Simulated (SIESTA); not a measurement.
## CoO under changes of volume

One of the cells (11.411 Å³/atom); the others are scaled copies at fixed shape and fractional positions:

```
CELL_PARAMETERS angstrom
1.60222 0.92504 2.56647
-1.60222 0.92504 2.56647
0.00000 -1.85008 2.56647
ATOMIC_POSITIONS crystal
Co 0.99898 0.99898 0.99898
O 0.75102 0.75102 0.75102
```

Measurements of this composition are mostly on another form, of space group No. 225.

```yaml
Program: SIESTA 5.4.2
Functional: LDA
Potentials_or_basis: PseudoDojo 0.4 standard (LDA files)
Basis: DZP (energy shift 0.003 Ry; two zetas on semicore shells)
Grid_cutoff: 800 Ry
Energy_shift: 0.003 Ry
k_mesh: 8 × 8 × 8
Occupations: fermi-dirac, width 0.05 eV
Spin: collinear spin, ferromagnetic start
Starting_moments: "[2.0, 0.0] μB"
```

| volume (Å³/atom) | energy over the lowest point (meV/atom) | pressure (GPa) | moment (μB per cell) | largest force (eV/Å) |
| --- | --- | --- | --- | --- |
| 10.727 | 0.00 | -12.9 | 1.81 | 0.322 |
| 10.955 | 19.89 | -13.3 | 2.13 | 0.285 |
| 11.183 | ? | ? | ? | ? |
| 11.411 | 59.71 | -14.9 | 2.57 | 0.226 |
| 11.640 | 81.73 | -16.2 | 2.70 | 0.195 |
| 11.868 | 105.59 | -17.6 | 2.79 | 0.177 |
| 12.096 | 131.70 | -19.2 | 2.84 | 0.161 |

**Question.** What does the run at 11.183 Å³/atom give?

**Answer.** Energy over the lowest point 39.39 meV/atom; pressure -13.8 GPa; moment 2.40 μB per cell; largest force 0.257 eV/Å.

Worked out: A Birch-Murnaghan fit of order 3 (a polynomial in V^(-2/3)) to the other rows has no minimum within the range. It gives 39.45 meV/atom at 11.183 Å³/atom, against the run's 39.39, and -dE/dV = -14.0 GPa, against -13.8. A parabola through the other rows of the moment, of slope 0.976 μB per Å³/atom there, gives 2.37 μB, against the run's 2.40.

Energies are extrapolated to zero smearing.

Caveats: short orbitals over semicore shells can move pressures by several GPa; the basis of atomic orbitals isn't converged, which shifts pressures, moduli and gaps; a cell with one magnetic atom can't hold antiferromagnetic order, which such compounds often take.
